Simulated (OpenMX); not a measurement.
SiC (Moissanite) in OpenMX: the effect of dispersion

Crystal: SiC (Moissanite).

```
Si C
1.0
     3.07600    0.00000    0.00000
    -1.53800    2.66389    0.00000
     0.00000    0.00000    5.04800
Si C
2 2
Direct
  0.66667 0.33333 0.50000
  0.33333 0.66667 0.00000
  0.66667 0.33333 0.88500
  0.33333 0.66667 0.38500
```

Alike in all runs:

- Program: OpenMX 3.8.5
- Task: single point
- Functional: PBE
- Potentials or basis: OpenMX 2013 PBE set, Si7.0-s2p2d1, C6.0-s2p2d1, grid cutoff 300 Ry
- k mesh: 7 × 7 × 5
- Occupations: fermi-dirac, width 0.05 eV
- Spin: no spin polarisation

```csv
dispersion,pressure (GPa),largest force (eV/Å)
none,5.4,0.81
D3,3.3,0.80
D3(BJ),?,?
D4,1.2,0.79
```

Question: What does the run with dispersion D3(BJ) give?

Answer: Pressure 0.7 GPa; largest force 0.81 eV/Å.

Caveats: the basis of atomic orbitals isn't converged, which shifts pressures, moduli and gaps.
